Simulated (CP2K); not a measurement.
W, 1 atom in the cell. The structure is cubic, space group Im-3m (No. 229). The conventional cell has a = 3.165 Å, b = 3.165 Å, c = 3.165 Å, α = 90.00°, β = 90.00°, γ = 90.00°. W (site symmetry m-3m) is surrounded by 8 W at 2.74 Å. 

```yaml
Program: CP2K 2026.2
Task: band structure
Functional: LDA
Potentials_or_basis: GTH_POTENTIALS W GTH-PADE-q14; TZVP-MOLOPT-PBE-GTH basis
Density_cutoff: 6123 eV
k_mesh: 12 × 12 × 12
Occupations: fermi-dirac, width 0.1 eV
Spin: no spin polarisation
SCF_solver: diagonalisation with k points
Quickstep_method: GPW
EPS_DEFAULT: 1.0E-9
EPS_SCF: 1.0E-6
MAX_SCF: 100
SCF_GUESS: ATOMIC
k_points_reduced_by_the_point_group: yes
Mesh_centred_on_Gamma: yes
CHOLESKY: OFF
EPS_EIGVAL: 1.0E-7
MIXING_METHOD: BROYDEN_MIXING
MIXING_ALPHA: 0.4
NBUFFER: 8
NGRIDS: 5
Basis_sets: W TZVP-MOLOPT-PBE-GTH-q14
Potentials: W GTH-PADE-q14 of GTH_POTENTIALS
ADDED_MOS: "[11]"
Points_a_segment_of_the_path_NPOINTS: 8
Bands_added_on_the_path: 6
REL_CUTOFF_Ry: 60 Ry
MIXING_BETA_1/bohr: 1.5 1/bohr
CUTOFF_of_the_grids: 450 Ry
```

Potentials or basis: GTH_POTENTIALS W GTH-PADE-q14; TZVP-MOLOPT-PBE-GTH basis.

The run is started by

```console
$ OMP_NUM_THREADS=1 cp2k.psmp -i w_bands.inp -o w_bands.out
```

Hardware: 1 thread of AMD EPYC 9R45 96-Core Processor (Zen 5), on a shared host.

Question: How long does it take, and how much memory?

Answer: It took 70 s on 1 thread of AMD EPYC 9R45 96-Core Processor (Zen 5), with other jobs on the host, peak memory 0.32 GiB. Counts: scf iterations 12, k points 72, basis 35, bands 18, force evaluations 1.
